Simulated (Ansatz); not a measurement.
Crystal: CdSe.

```
CELL_PARAMETERS angstrom
0.00000 3.07027 3.07027
3.07027 0.00000 3.07027
3.07027 3.07027 0.00000
ATOMIC_POSITIONS crystal
Cd 0.00000 0.00000 0.00000
Se 0.25000 0.25000 0.25000
```

Measurements of this composition are mostly on another form, of space group No. 186.

* Program: Ansatz 0.2.0
* Task: relaxation of cell and atoms
* Functional: revPBE
* Potentials or basis: all-electron LAPW, scalar-relativistic
* Basis error allowed: 0.001 eV/atom
* k mesh: 8 × 8 × 8
* Occupations: fermi-dirac, width 0.05 eV
* Spin: no spin polarisation

At the start: volume 28.94 Å³/atom.

Question: How do energy, volume and symmetry change on relaxing?

Answer: Over 5 steps the energy falls by 13.8 meV/atom and the volume is 30.67 Å³/atom (+6.0 %); space group F-43m (No. 216, to 0.05 Å).

Step by step:
| step | energy change (eV) | largest force (eV/Å) | volume (Å³) |
| --- | --- | --- | --- |
| 1 | 0.0000 | 0.0000 | 57.88 |
| 2 | -0.0263 | 0.0000 | 62.16 |
| 3 | -0.0276 | 0.0000 | 61.43 |
| 4 | -0.0276 | 0.0000 | 61.35 |
| 5 | -0.0276 | 0.0000 | 61.35 |

Final structure:
```
Cd Se
1.0
     0.00000    3.13031    3.13031
     3.13031    0.00000    3.13031
     3.13031    3.13031    0.00000
Cd Se
1 1
Direct
  0.00000 0.00000 0.00000
  0.25000 0.25000 0.25000
```
